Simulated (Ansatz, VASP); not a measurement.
CaO in VASP and in Ansatz

The input INCAR:

```
ALGO = Normal
EDIFF = 1E-7
ENCUT = 520
GGA = PS
ISIF = 2
ISMEAR = 0
LASPH = True
LCHARG = False
LREAL = False
LWAVE = False
NBANDS = 24
NELM = 60
PREC = Accurate
SIGMA = 0.02
```

KPOINTS

```
k-points
0
Gamma
  9 9 4
```

The input POSCAR:

```
CaO
1.0
    3.6546175604      0.0000000000      0.0000000000
   -1.8273087803      3.1649916484      0.0000000000
    0.0000000000      0.0000000000      5.5053505341
Ca O
2 2
Direct
    0.3333333300      0.6666666700      0.0021597400
    0.6666666700      0.3333333300      0.5021597400
    0.3333333300      0.6666666700      0.4024402600
    0.6666666700      0.3333333300      0.9024402600
```

Input for Ansatz:

```yaml
crystal:
  lattice:
    - [3.6546175604, 0.0, 0.0]
    - [-1.8273087803, 3.1649916484, 0.0]
    - [0.0, 0.0, 5.5053505341]
  atoms:
    - { symbol: Ca, position: [0.33333333, 0.66666667, 0.00215974] }
    - { symbol: Ca, position: [0.66666667, 0.33333333, 0.50215974] }
    - { symbol: O, position: [0.33333333, 0.66666667, 0.40244026] }
    - { symbol: O, position: [0.66666667, 0.33333333, 0.90244026] }
basis:
  ecutwfc: 420
kpoints:
  mp_grid: { grid: [9, 9, 4] }
hamiltonian:
  xc: pbesol
scf:
  occupations: { method: gaussian, width: 0.02 }
output:
  forces: true
  stress: true
  eigenvalues: true
```

Alike in both runs: task single point; functional PBEsol; k mesh 9 × 9 × 4; occupations gaussian, width 0.02 eV; no spin polarisation.

|  | VASP | Ansatz |
| --- | --- | --- |
| version | VASP 6.6.1 | Ansatz 0.2.0 |
| potentials or method | VASP PAW PBE potentials, release 64 (Ca_sv, O) | scalar-relativistic, plane waves, PAW |
| plane-wave cutoff (eV) | 520 | 420 |
| valence electrons in the cell | 32 | 32 |

|  | VASP | Ansatz | Ansatz less VASP |
| --- | --- | --- | --- |
| gap on the k mesh at the Fermi level (eV) | 3.73 | 3.73 | +0.006 |
| least direct gap on the mesh (eV) | 4.12 | 4.12 | 0.000 |
| pressure (GPa) | 8.0 | 7.3 | -0.70 |
| largest component of the traceless stress (GPa) | 2.64 | 2.54 | -0.097 |
| rms of the force components (eV/Å) | 0.046 | 0.043 | -0.0035 |

Atom by atom the forces differ by 0.003 eV/Å (rms over components). The functional is the same, so the differences come from potentials, cutoffs and numerics.

Caveats: the PAW data sets were made with another functional, which shifts forces and pressure a little (VASP); an odd mesh through Γ misses points on the zone boundary, where band edges often lie.
